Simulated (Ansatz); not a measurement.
**How settings move the G0W0 gap of LiF (rocksalt)**

LiF built on the rocksalt prototype, relaxed with r2SCAN; one-shot G0W0 in Ansatz without spin-orbit coupling. (Simulation; spin polarisation is off.)

Space group Fm-3m (No. 225). a = 3.990 Å, b = 3.990 Å, c = 3.990 Å, α = 90.00°, β = 90.00°, γ = 90.00°
```csv
atom,site,symmetry,x,y,z
Li,4a,m-3m,0.0000,0.0000,0.0000
F,4b,m-3m,0.5000,0.0000,0.0000
```

Gaps are read over the mesh points alone. G0W0 values are finite-basis, finite-mesh values.

| start | potentials | frequency model | mesh | empty bands | screening cutoff (eV) | Kohn-Sham gap (eV) | G0W0 gap (eV) | rough cost |
| --- | --- | --- | --- | --- | --- | --- | --- | --- |
| PBE | PAW | contour deformation | 6×6×6 | 25 | 80 | 9.35 | 13.47 | 6 core-seconds |
| PBE | PAW | contour deformation | 6×6×6 | 59 | 140 | 9.35 | 13.56 | 14 core-seconds |
| PBE | PAW | contour deformation | 6×6×6 | 109 | 210 | 9.35 | 13.74 | 40 core-seconds |
| HSE06 | PAW | contour deformation | 6×6×6 | 59 | 140 | 11.68 | 14.54 | 30 core-seconds |
| LDA | PAW | contour deformation | 6×6×6 | 59 | 140 | 9.10 | 13.52 | 13 core-seconds |
| r2SCAN | PAW | contour deformation | 6×6×6 | 59 | 140 | 10.33 | 14.06 | 15 core-seconds |
| PBE | PAW | Godby-Needs pole | 6×6×6 | 59 | 140 | 9.35 | 13.57 | 15 core-seconds |
| PBE | PAW | contour deformation | 8×8×8 | 25 | 80 | 9.35 | 13.47 | 28 core-seconds |
| PBE | norm-conserving | contour deformation | 6×6×6 | 59 | 140 | 9.32 | 13.53 | 30 core-seconds |

G0W0 moves the gap on the mesh from 9.35 eV (PBE) to 13.74 eV (direct at Γ). Renormalisation factors Z lie between 0.82 and 0.89.

Raising bands and cutoff together moves the gap by +0.09 eV (80 to 140 eV), then +0.18 eV (140 to 210 eV); the last step is still large, so the basis limit isn't reached. Starting from HSE06 (11.68 eV against PBE's 9.35 eV) gives 14.54 eV, +0.98 eV from G0W0@PBE at the same screening cutoff. Starting from LDA (9.10 eV against PBE's 9.35 eV) gives 13.52 eV, -0.04 eV from G0W0@PBE at the same screening cutoff. Starting from r2SCAN (10.33 eV against PBE's 9.35 eV) gives 14.06 eV, +0.50 eV from G0W0@PBE at the same screening cutoff. The Godby-Needs plasmon pole differs from contour deformation by +0.01 eV. An 8×8×8 mesh in place of 6×6×6 changes the opening over PBE by 0.00 eV (the gap on the mesh by 0.00 eV). Norm-conserving potentials (wave cutoff 1320 eV against 420 eV) shift the quasiparticle gap by -0.03 eV and the PBE gap by -0.03 eV. r2SCAN runs take a wave cutoff of 500 eV.
